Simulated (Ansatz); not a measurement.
# Ruthenium, hcp under LDA: from relaxation to bulk modulus, part 2 of 2

What does LDA give for ruthenium in the hcp structure? We relax it, solve it on a dense k-mesh, switch on spin-orbit coupling, then scale the cell to 7 volumes from 88 to 112 % of the relaxed one and try a fit of the equation of state. The start is ferromagnetic. The k-meshes are 13×13×8 for the relaxation; 22×22×12 for the dense run; 13×13×8 for spin-orbit coupling; 22×22×12 for the volumes. It starts from a deposited cell (COD).

Ansatz 0.2.0; DFT, LDA (PW92), plane waves (420 eV) with PAW, scalar-relativistic. Earlier steps stand in the parts before.

**3. Dense single point**

Input file input.yaml:

```yaml
crystal:
  lattice:
    - [2.6778378927, 0.0, 0.0]
    - [-1.3389189463, 2.3190756423, 0.0]
    - [0.0, 0.0, 4.2151977369]
  atoms:
    - { symbol: Ru, position: [0.3333333333, 0.6666666667, 0.25], spin: 1.0 }
    - { symbol: Ru, position: [0.6666666667, 0.3333333333, 0.75], spin: 1.0 }
hamiltonian:
  xc: lda
  pseudopotentials:
    kind: paw
    azcp:
      Ru: "pseudopotentials/Ru.paw.azcp"
basis:
  ecutwfc: 420
  fft_grid_basis: typed
kpoints:
  mp_grid: { grid: [22, 22, 12], shift: [0, 0, 0] }
magnetization:
  spin_polarized: true
scf:
  occupations: { method: fermi_dirac, width: 0.05 }
```

Log, shortened:

```text
Warning: <dir> the record states the generating functional pbe (its physics header spells it `PBE`), which answers neither for hamiltonian.xc's functional nor for the lda family's — results may be inconsistent (PPs are generated against a specific XC)
Warning: RAYON_NUM_THREADS=4 ignored (pool sized by the plan → 4); use --threads N
[...]
Pseudopotentials: kind: paw
Pseudopotential: Ru, paw, valence charge 16, recommended cutoff 420 eV (normal), <dir>
Functional definition: SPW92
[...]
Crystal: 2 atoms, lattice volume = 26.177 Å³
Basis set: ecut = 420 eV, 537 PW (Γ)
Bands: 21, of which v1, the nominal top of the filled ones, is band 16 counted from 1 (15 counted from 0)
Symmetry: 24 space group operations
[...]
WARN: the starting moments were not kept: the SCF closed with an absolute magnetisation of 2.5e-7 μB, where they sum to 2 μB in size (2 sites). That is at most 0.1 of that sum. Measured as dr2_m measures the in/out step, that magnetisation stands 9.8e-15 eV from none, at or under the [...]
SCF converged after 9 iterations
Magnetization: 0.0000 μB (16.0000 up, 16.0000 down)
Absolute magnetization: 0.0000 μB (∫|ρ↑−ρ↓|, with the PAW one-centre terms)
Spin contamination: 0.0000 ħ² per cell (⟨S²⟩ above its minimum at these occupations)
Per-site moments (μB) at R_I (Å): [(-3.398943328432449e-8, 1.0782157363571965), (-3.3989433066646746e-8, 1.0782157363571965)]
Free energy (F): -11516.599706 eV
[...]
E sigma→0 (E₀):  -11516.594304 eV
Entropy (-TS):   -0.010804 eV (-5.402 meV/atom)
Fermi energy:    24.292869 eV
[...]
```

Wall time 6.2 s (4 threads of an Arm CPU, shared host); peak memory 0.52 GiB.

**4. With spin-orbit coupling**

Input file input.yaml:

```yaml
crystal:
  lattice:
    - [2.6778378927, 0.0, 0.0]
    - [-1.3389189463, 2.3190756423, 0.0]
    - [0.0, 0.0, 4.2151977369]
  atoms:
    - { symbol: Ru, position: [0.3333333333, 0.6666666667, 0.25], spin: 1.0, spin_axis: [0, 0, 1] }
    - { symbol: Ru, position: [0.6666666667, 0.3333333333, 0.75], spin: 1.0, spin_axis: [0, 0, 1] }
hamiltonian:
  xc: lda
  pseudopotentials:
    kind: paw_fr
    azcp:
      Ru: "pseudopotentials/Ru.paw.azcp"
basis:
  ecutwfc: 420
  fft_grid_basis: typed
kpoints:
  mp_grid: { grid: [13, 13, 8], shift: [0, 0, 0] }
magnetization:
  noncollinear: true
  spin_orbit: true
scf:
  occupations: { method: fermi_dirac, width: 0.05 }
```

Log, shortened:

```text
Warning: <dir> the record states the generating functional pbe (its physics header spells it `PBE`), which answers neither for hamiltonian.xc's functional nor for the lda family's — results may be inconsistent (PPs are generated against a specific XC)
Warning: RAYON_NUM_THREADS=4 ignored (pool sized by the plan → 4); use --threads N
[...]
Pseudopotentials: kind: paw_fr
Pseudopotential: Ru, paw_fr, valence charge 16, recommended cutoff 420 eV (normal), <dir>
Functional definition: SPW92
[...]
Crystal: 2 atoms, lattice volume = 26.177 Å³
Basis set: ecut = 420 eV, 537 PW (Γ)
Bands: 40, of which v1, the nominal top of the filled ones, is band 32 counted from 1 (31 counted from 0)
[...]
WARN: the starting moments were not kept: the SCF closed with an absolute magnetisation of 4.6e-7 μB, where they sum to 2 μB in size (2 sites). That is at most 0.1 of that sum. Measured as dr2_m measures the in/out step, that magnetisation stands 4.1e-14 eV from none, at or under the [...]
SCF converged after 14 iterations
Magnetization: |M| = 0.0000 μB,  M = (+0.0000, +0.0000, -0.0000) μB
Absolute magnetization: 0.0000 μB (∫|m|, with the PAW one-centre terms)
  site 0: m = (+0.0000, -0.0000, -0.0000) μB, |m| = 0.0000 μB  (R = 1.08 Å)
  site 1: m = (-0.0000, +0.0000, -0.0000) μB, |m| = 0.0000 μB  (R = 1.08 Å)
Free energy (F): -11519.639125 eV
[...]
E sigma→0 (E₀):  -11519.633088 eV
Entropy (-TS):   -0.012074 eV (-6.037 meV/atom)
Fermi energy:    24.346024 eV
[...]
```

Wall time 12 s (4 threads of an Arm CPU, shared host); peak memory 0.5 GiB.

Side by side:

|  | scalar-relativistic | with spin-orbit coupling |
| --- | --- | --- |
| k-mesh | 22×22×12 | 13×13×8 |
| gap on the mesh | none (levels filled in part) | none (levels filled in part) |
| magnetic state | non-magnetic | non-magnetic |

The meshes differ, so small differences between the columns need not come from spin-orbit coupling.

**5. Equation of state: 88 %**

Input file input.yaml:

```yaml
crystal:
  lattice:
    - [2.5661291306, 0.0, 0.0]
    - [-1.2830645653, 2.2223330165, 0.0]
    - [0.0, 0.0, 4.0393564276]
  atoms:
    - { symbol: Ru, position: [0.3333333333, 0.6666666667, 0.25], spin: 1.0 }
    - { symbol: Ru, position: [0.6666666667, 0.3333333333, 0.75], spin: 1.0 }
hamiltonian:
  xc: lda
  pseudopotentials:
    kind: paw
    azcp:
      Ru: "pseudopotentials/Ru.paw.azcp"
basis:
  ecutwfc: 420
  fft_grid_basis: typed
kpoints:
  mp_grid: { grid: [22, 22, 12], shift: [0, 0, 0] }
magnetization:
  spin_polarized: true
scf:
  occupations: { method: fermi_dirac, width: 0.05 }
output:
  stress: true
```

Log, shortened:

```text
Warning: <dir> the record states the generating functional pbe (its physics header spells it `PBE`), which answers neither for hamiltonian.xc's functional nor for the lda family's — results may be inconsistent (PPs are generated against a specific XC)
Warning: RAYON_NUM_THREADS=4 ignored (pool sized by the plan → 4); use --threads N
[...]
Pseudopotentials: kind: paw
Pseudopotential: Ru, paw, valence charge 16, recommended cutoff 420 eV (normal), <dir>
Functional definition: SPW92
[...]
Crystal: 2 atoms, lattice volume = 23.036 Å³
Basis set: ecut = 420 eV, 439 PW (Γ)
Bands: 21, of which v1, the nominal top of the filled ones, is band 16 counted from 1 (15 counted from 0)
Symmetry: 24 space group operations
[...]
WARN: the starting moments were not kept: the SCF closed with an absolute magnetisation of 1.8e-7 μB, where they sum to 2 μB in size (2 sites). That is at most 0.1 of that sum. Measured as dr2_m measures the in/out step, that magnetisation stands 5.2e-15 eV from none, at or under the [...]
SCF converged after 9 iterations
Magnetization: 0.0000 μB (16.0000 up, 16.0000 down)
Absolute magnetization: 0.0000 μB (∫|ρ↑−ρ↓|, with the PAW one-centre terms)
Spin contamination: 0.0000 ħ² per cell (⟨S²⟩ above its minimum at these occupations)
Per-site moments (μB) at R_I (Å): [(-2.1322247503172527e-8, 1.0332368578730717), (-2.1322247848232915e-8, 1.0332368578730717)]
Free energy (F): -11516.049279 eV
[...]
E sigma→0 (E₀):  -11516.044798 eV
Entropy (-TS):   -0.008963 eV (-4.481 meV/atom)
Fermi energy:    28.359986 eV
[...]
--- Stress (GPa, compression-positive) ---
       61.387561       0.000000      -0.000000
       -0.000000      61.387561       0.000000
       -0.000000       0.000000      67.412515
  P = ⅓ Tr σ = 63.3959 GPa (633.959 kbar)
```

Run time: 5.9 s. Hardware: 4 threads of an Arm CPU, shared host; peak memory 0.5 GiB.

**6. Equation of state: 92 %**

input.yaml: that of step 5 with these lines changed.

```diff
@@ -2,5 +2,5 @@
   lattice:
-    - [2.5661291306, 0.0, 0.0]
-    - [-1.2830645653, 2.2223330165, 0.0]
-    - [0.0, 0.0, 4.0393564276]
+    - [2.6044352129, 0.0, 0.0]
+    - [-1.3022176064, 2.2555070569, 0.0]
+    - [0.0, 0.0, 4.0996542193]
   atoms:
```

Log, shortened:

```text
Warning: <dir> the record states the generating functional pbe (its physics header spells it `PBE`), which answers neither for hamiltonian.xc's functional nor for the lda family's — results may be inconsistent (PPs are generated against a specific XC)
Warning: RAYON_NUM_THREADS=4 ignored (pool sized by the plan → 4); use --threads N
[...]
Pseudopotentials: kind: paw
Pseudopotential: Ru, paw, valence charge 16, recommended cutoff 420 eV (normal), <dir>
Functional definition: SPW92
[...]
Crystal: 2 atoms, lattice volume = 24.083 Å³
Basis set: ecut = 420 eV, 463 PW (Γ)
Bands: 21, of which v1, the nominal top of the filled ones, is band 16 counted from 1 (15 counted from 0)
Symmetry: 24 space group operations
[...]
WARN: the starting moments were not kept: the SCF closed with an absolute magnetisation of 2.5e-7 μB, where they sum to 2 μB in size (2 sites). That is at most 0.1 of that sum. Measured as dr2_m measures the in/out step, that magnetisation stands 8.4e-15 eV from none, at or under the [...]
SCF converged after 9 iterations
Magnetization: 0.0000 μB (16.0000 up, 16.0000 down)
Absolute magnetization: 0.0000 μB (∫|ρ↑−ρ↓|, with the PAW one-centre terms)
Spin contamination: 0.0000 ħ² per cell (⟨S²⟩ above its minimum at these occupations)
Per-site moments (μB) at R_I (Å): [(-1.2144498752993393e-8, 1.0486605774548938), (-1.2144498677430147e-8, 1.0486605774548938)]
Free energy (F): -11516.374938 eV
[...]
E sigma→0 (E₀):  -11516.370168 eV
Entropy (-TS):   -0.009540 eV (-4.770 meV/atom)
Fermi energy:    26.889788 eV
[...]
--- Stress (GPa, compression-positive) ---
       35.889253       0.000000       0.000000
        0.000000      35.889253       0.000000
        0.000000       0.000000      40.020831
  P = ⅓ Tr σ = 37.2664 GPa (372.664 kbar)
```

It took 6.3 s on 4 threads of an Arm CPU, shared host; peak memory 0.51 GiB.

**7. Equation of state: 96 %**

input.yaml: that of step 6 with these lines changed.

```diff
@@ -2,5 +2,5 @@
   lattice:
-    - [2.6044352129, 0.0, 0.0]
-    - [-1.3022176064, 2.2555070569, 0.0]
-    - [0.0, 0.0, 4.0996542193]
+    - [2.6416464577, 0.0, 0.0]
+    - [-1.3208232288, 2.2877329402, 0.0]
+    - [0.0, 0.0, 4.1582286218]
   atoms:
```

Log, shortened:

```text
Warning: <dir> the record states the generating functional pbe (its physics header spells it `PBE`), which answers neither for hamiltonian.xc's functional nor for the lda family's — results may be inconsistent (PPs are generated against a specific XC)
Warning: RAYON_NUM_THREADS=4 ignored (pool sized by the plan → 4); use --threads N
[...]
Pseudopotentials: kind: paw
Pseudopotential: Ru, paw, valence charge 16, recommended cutoff 420 eV (normal), <dir>
Functional definition: SPW92
[...]
Crystal: 2 atoms, lattice volume = 25.130 Å³
Basis set: ecut = 420 eV, 511 PW (Γ)
Bands: 21, of which v1, the nominal top of the filled ones, is band 16 counted from 1 (15 counted from 0)
Symmetry: 24 space group operations
[...]
WARN: the starting moments were not kept: the SCF closed with an absolute magnetisation of 1.2e-6 μB, where they sum to 2 μB in size (2 sites). That is at most 0.1 of that sum. Measured as dr2_m measures the in/out step, that magnetisation stands 1.7e-13 eV from none, at or under the [...]
SCF converged after 9 iterations
Magnetization: -0.0000 μB (16.0000 up, 16.0000 down)
Absolute magnetization: 0.0000 μB (∫|ρ↑−ρ↓|, with the PAW one-centre terms)
Spin contamination: 0.0000 ħ² per cell (⟨S²⟩ above its minimum at these occupations)
Per-site moments (μB) at R_I (Å): [(7.73490180413785e-10, 1.063643467109888), (7.73490343513252e-10, 1.063643467109888)]
Free energy (F): -11516.547991 eV
[...]
E sigma→0 (E₀):  -11516.542915 eV
Entropy (-TS):   -0.010153 eV (-5.076 meV/atom)
Fermi energy:    25.538580 eV
[...]
--- Stress (GPa, compression-positive) ---
       15.626377       0.000000       0.000000
        0.000000      15.626377       0.000000
        0.000000       0.000000      18.214189
  P = ⅓ Tr σ = 16.4890 GPa (164.890 kbar)
```

It took 6.5 s on 4 threads of an Arm CPU, shared host; peak memory 0.52 GiB.

**8. Equation of state: 100 %**

input.yaml: that of step 7 with these lines changed.

```diff
@@ -2,5 +2,5 @@
   lattice:
-    - [2.6416464577, 0.0, 0.0]
-    - [-1.3208232288, 2.2877329402, 0.0]
-    - [0.0, 0.0, 4.1582286218]
+    - [2.6778378927, 0.0, 0.0]
+    - [-1.3389189463, 2.3190756423, 0.0]
+    - [0.0, 0.0, 4.2151977369]
   atoms:
```

Log, shortened:

```text
Warning: <dir> the record states the generating functional pbe (its physics header spells it `PBE`), which answers neither for hamiltonian.xc's functional nor for the lda family's — results may be inconsistent (PPs are generated against a specific XC)
Warning: RAYON_NUM_THREADS=4 ignored (pool sized by the plan → 4); use --threads N
[...]
Pseudopotentials: kind: paw
Pseudopotential: Ru, paw, valence charge 16, recommended cutoff 420 eV (normal), <dir>
Functional definition: SPW92
[...]
Crystal: 2 atoms, lattice volume = 26.177 Å³
Basis set: ecut = 420 eV, 537 PW (Γ)
Bands: 21, of which v1, the nominal top of the filled ones, is band 16 counted from 1 (15 counted from 0)
Symmetry: 24 space group operations
[...]
WARN: the starting moments were not kept: the SCF closed with an absolute magnetisation of 2.5e-7 μB, where they sum to 2 μB in size (2 sites). That is at most 0.1 of that sum. Measured as dr2_m measures the in/out step, that magnetisation stands 9.8e-15 eV from none, at or under the [...]
SCF converged after 9 iterations
Magnetization: 0.0000 μB (16.0000 up, 16.0000 down)
Absolute magnetization: 0.0000 μB (∫|ρ↑−ρ↓|, with the PAW one-centre terms)
Spin contamination: 0.0000 ħ² per cell (⟨S²⟩ above its minimum at these occupations)
Per-site moments (μB) at R_I (Å): [(-3.398943328432449e-8, 1.0782157363571965), (-3.3989433066646746e-8, 1.0782157363571965)]
Free energy (F): -11516.599706 eV
[...]
E sigma→0 (E₀):  -11516.594304 eV
Entropy (-TS):   -0.010804 eV (-5.402 meV/atom)
Fermi energy:    24.292869 eV
[...]
--- Stress (GPa, compression-positive) ---
       -0.472824      -0.000000       0.000000
       -0.000000      -0.472824      -0.000000
        0.000000      -0.000000       0.861689
  P = ⅓ Tr σ = -0.0280 GPa (-0.280 kbar)
```

Wall time 7 s (4 threads of an Arm CPU, shared host); peak memory 0.53 GiB.

**9. Equation of state: 104 %**

input.yaml: that of step 8 with these lines changed.

```diff
@@ -2,5 +2,5 @@
   lattice:
-    - [2.6778378927, 0.0, 0.0]
-    - [-1.3389189463, 2.3190756423, 0.0]
-    - [0.0, 0.0, 4.2151977369]
+    - [2.7130766429, 0.0, 0.0]
+    - [-1.3565383214, 2.3495932952, 0.0]
+    - [0.0, 0.0, 4.2706672261]
   atoms:
```

Log, shortened:

```text
Warning: <dir> the record states the generating functional pbe (its physics header spells it `PBE`), which answers neither for hamiltonian.xc's functional nor for the lda family's — results may be inconsistent (PPs are generated against a specific XC)
Warning: RAYON_NUM_THREADS=4 ignored (pool sized by the plan → 4); use --threads N
[...]
Pseudopotentials: kind: paw
Pseudopotential: Ru, paw, valence charge 16, recommended cutoff 420 eV (normal), <dir>
Functional definition: SPW92
[...]
Crystal: 2 atoms, lattice volume = 27.224 Å³
Basis set: ecut = 420 eV, 537 PW (Γ)
Bands: 21, of which v1, the nominal top of the filled ones, is band 16 counted from 1 (15 counted from 0)
Symmetry: 24 space group operations
[...]
WARN: the starting moments were not kept: the SCF closed with an absolute magnetisation of 2.6e-7 μB, where they sum to 2 μB in size (2 sites). That is at most 0.1 of that sum. Measured as dr2_m measures the in/out step, that magnetisation stands 1.0e-14 eV from none, at or under the [...]
SCF converged after 9 iterations
Magnetization: 0.0000 μB (16.0000 up, 16.0000 down)
Absolute magnetization: 0.0000 μB (∫|ρ↑−ρ↓|, with the PAW one-centre terms)
Spin contamination: 0.0000 ħ² per cell (⟨S²⟩ above its minimum at these occupations)
Per-site moments (μB) at R_I (Å): [(-4.416194023508167e-8, 1.0924044126399677), (-4.41619400566628e-8, 1.0924044126399677)]
Free energy (F): -11516.555025 eV
[...]
E sigma→0 (E₀):  -11516.549271 eV
Entropy (-TS):   -0.011508 eV (-5.754 meV/atom)
Fermi energy:    23.140926 eV
[...]
--- Stress (GPa, compression-positive) ---
      -13.242394      -0.000000       0.000000
       -0.000000     -13.242394       0.000000
        0.000000       0.000000     -12.922090
  P = ⅓ Tr σ = -13.1356 GPa (-131.356 kbar)
```

Run time: 7.2 s. Hardware: 4 threads of an Arm CPU, shared host; peak memory 0.54 GiB.

**10. Equation of state: 108 %**

input.yaml: that of step 9 with these lines changed.

```diff
@@ -2,5 +2,5 @@
   lattice:
-    - [2.7130766429, 0.0, 0.0]
-    - [-1.3565383214, 2.3495932952, 0.0]
-    - [0.0, 0.0, 4.2706672261]
+    - [2.7474230314, 0.0, 0.0]
+    - [-1.3737115157, 2.3793381402, 0.0]
+    - [0.0, 0.0, 4.3247320444]
   atoms:
```

Log, shortened:

```text
Warning: <dir> the record states the generating functional pbe (its physics header spells it `PBE`), which answers neither for hamiltonian.xc's functional nor for the lda family's — results may be inconsistent (PPs are generated against a specific XC)
Warning: RAYON_NUM_THREADS=4 ignored (pool sized by the plan → 4); use --threads N
[...]
Pseudopotentials: kind: paw
Pseudopotential: Ru, paw, valence charge 16, recommended cutoff 420 eV (normal), <dir>
Functional definition: SPW92
[...]
Crystal: 2 atoms, lattice volume = 28.271 Å³
Basis set: ecut = 420 eV, 561 PW (Γ)
Bands: 21, of which v1, the nominal top of the filled ones, is band 16 counted from 1 (15 counted from 0)
Symmetry: 24 space group operations
[...]
WARN: the starting moments were not kept: the SCF closed with an absolute magnetisation of 3.9e-7 μB, where they sum to 2 μB in size (2 sites). That is at most 0.1 of that sum. Measured as dr2_m measures the in/out step, that magnetisation stands 3.4e-14 eV from none, at or under the [...]
SCF converged after 9 iterations
Magnetization: -0.0000 μB (16.0000 up, 16.0000 down)
Absolute magnetization: 0.0000 μB (∫|ρ↑−ρ↓|, with the PAW one-centre terms)
Spin contamination: 0.0000 ħ² per cell (⟨S²⟩ above its minimum at these occupations)
Per-site moments (μB) at R_I (Å): [(-1.3239319551391006e-7, 1.10623378471672), (-1.323931954849864e-7, 1.10623378471672)]
Free energy (F): -11516.433957 eV
[...]
E sigma→0 (E₀):  -11516.427821 eV
Entropy (-TS):   -0.012272 eV (-6.136 meV/atom)
Fermi energy:    22.072667 eV
[...]
--- Stress (GPa, compression-positive) ---
      -23.336749      -0.000000       0.000000
        0.000000     -23.336749       0.000000
        0.000000       0.000000     -23.837146
  P = ⅓ Tr σ = -23.5035 GPa (-235.035 kbar)
```

Wall time 6.7 s (4 threads of an Arm CPU, shared host); peak memory 0.55 GiB.

**11. Equation of state: 112 %**

input.yaml: that of step 10 with these lines changed.

```diff
@@ -2,5 +2,5 @@
   lattice:
-    - [2.7474230314, 0.0, 0.0]
-    - [-1.3737115157, 2.3793381402, 0.0]
-    - [0.0, 0.0, 4.3247320444]
+    - [2.7809314927, 0.0, 0.0]
+    - [-1.3904657463, 2.4083573189, 0.0]
+    - [0.0, 0.0, 4.3774778774]
   atoms:
```

Log, shortened:

```text
Warning: <dir> the record states the generating functional pbe (its physics header spells it `PBE`), which answers neither for hamiltonian.xc's functional nor for the lda family's — results may be inconsistent (PPs are generated against a specific XC)
Warning: RAYON_NUM_THREADS=4 ignored (pool sized by the plan → 4); use --threads N
[...]
Pseudopotentials: kind: paw
Pseudopotential: Ru, paw, valence charge 16, recommended cutoff 420 eV (normal), <dir>
Functional definition: SPW92
[...]
Crystal: 2 atoms, lattice volume = 29.318 Å³
Basis set: ecut = 420 eV, 579 PW (Γ)
Bands: 21, of which v1, the nominal top of the filled ones, is band 16 counted from 1 (15 counted from 0)
Symmetry: 24 space group operations
[...]
WARN: the starting moments were not kept: the SCF closed with an absolute magnetisation of 3.4e-7 μB, where they sum to 2 μB in size (2 sites). That is at most 0.1 of that sum. Measured as dr2_m measures the in/out step, that magnetisation stands 2.6e-14 eV from none, at or under the [...]
SCF converged after 9 iterations
Magnetization: -0.0000 μB (16.0000 up, 16.0000 down)
Absolute magnetization: 0.0000 μB (∫|ρ↑−ρ↓|, with the PAW one-centre terms)
Spin contamination: 0.0000 ħ² per cell (⟨S²⟩ above its minimum at these occupations)
Per-site moments (μB) at R_I (Å): [(-1.1287937293036156e-7, 1.1197257703128924), (-1.1287937290061306e-7, 1.1197257703128924)]
Free energy (F): -11516.252606 eV
[...]
E sigma→0 (E₀):  -11516.246059 eV
Entropy (-TS):   -0.013095 eV (-6.547 meV/atom)
Fermi energy:    21.079435 eV
[...]
--- Stress (GPa, compression-positive) ---
      -31.274563       0.000000       0.000000
        0.000000     -31.274563       0.000000
        0.000000       0.000000     -32.439948
  P = ⅓ Tr σ = -31.6630 GPa (-316.630 kbar)
```

Wall time 7.4 s (4 threads of an Arm CPU, shared host); peak memory 0.55 GiB.

**12. The equation of state**

All volumes keep the relaxed shape and fractional coordinates.

| V (Å³/atom) | E − E₀ (meV/atom) | P from the stress (GPa) | P from the fit (GPa) |
| --- | --- | --- | --- |
| 11.518 | 274.7 | 63.40 | 63.48 |
| 12.041 | 112.0 | 37.27 | 37.20 |
| 12.565 | 25.6 | 16.49 | 16.41 |
| 13.088 | -0.1 | -0.03 | -0.07 |
| 13.612 | 22.5 | -13.14 | -13.16 |
| 14.135 | 83.2 | -23.50 | -23.56 |
| 14.659 | 174.1 | -31.66 | -31.81 |

A third-order Birch-Murnaghan fit gives V₀ = 13.086 Å³/atom, B₀ = 367 GPa and B₀′ = 4.8; it misses no point by more than 0.08 meV/atom.

**13. Outcome**

This closing draws on all 2 parts.

| quantity | value |
| --- | --- |
| space group (spins left aside) | P6_3/mmc (No. 194) |
| conventional cell | a = 2.678 Å, c = 4.215 Å (c/a = 1.574) |
| volume | 13.088 Å³/atom |
| shortest distance | 2.614 Å |
| against the deposited volume | -3.4 % (13.555 Å³/atom) |
| gap on the mesh | none (levels filled in part) |
| magnetic state | non-magnetic |
| V₀, B₀, B₀′ | 13.086 Å³/atom, 367 GPa, 4.8 |

What this shows: Against experiment, LDA misses the volume by -3.4 %. LDA binds too strongly as a rule, and cells come out small. The deposited cell holds zero-point motion and, unless taken cold, thermal expansion, which account for some of this. The starting moments do not survive. Levels at the Fermi energy are filled in part, as in a metal. Totals with and without spin-orbit coupling (-1.5 eV/atom apart) can't be read as binding, since the two-component data shift the zero of energy. B₀ comes out at 367 GPa, among the stiffest elements; letting shape and positions relax at each volume could only lower it.
